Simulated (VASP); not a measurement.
Write the native input for VASP 6.6.1 that does the following.

* Task: electrostatic potential
* Functional: PBE
* Potentials or basis: VASP PAW PBE potentials, release 64 (Ba_sv, O)
* Cutoff: 520 eV
* k mesh: 8 × 8 × 8
* Occupations: gaussian, width 0.02 eV
* Spin: no spin polarisation
* Further INCAR settings: ALGO = Normal; EDIFF = 1e-06

The structure of BaO lies in POSCAR:

```
BaO
1.0
    0.0000000000      2.7600000000      2.7600000000
    2.7600000000      0.0000000000      2.7600000000
    2.7600000000      2.7600000000      0.0000000000
Ba O
1 1
Direct
    0.0000000000      0.0000000000      0.0000000000
    0.5000000000      0.5000000000      0.5000000000
```

The cell was built by a generator and needn't be a form met in nature.

The input as run:

INCAR

```
PREC = Accurate
ENCUT = 520
EDIFF = 1E-6
ISMEAR = 0
SIGMA = 0.02
LREAL = F
LASPH = T
NELM = 100
ALGO = Normal
ISIF = 2
LWAVE = F
LCHARG = T
GGA = PE
LVHAR = T
```

KPOINTS

```
Automatic mesh
0
Gamma
  8 8 8
```

Potentials or basis: VASP PAW PBE potentials, release 64 (Ba_sv, O).

Command:

```sh
$ cat potpaw_PBE.64/Ba_sv/POTCAR potpaw_PBE.64/O/POTCAR > POTCAR
$ mpirun -np 1 vasp_std > vasp.out
```

It gave:

The pressure is 3.9 GPa and the band gap on the k mesh is 1.94 eV, direct.

Caveat: spin-orbit coupling is left out, which moves the levels of the heavy elements.

Wall time 9.9 s on 1 thread of Intel(R) Xeon(R) 6975P-C (Granite Rapids), on a shared host, peak memory 0.17 GiB.
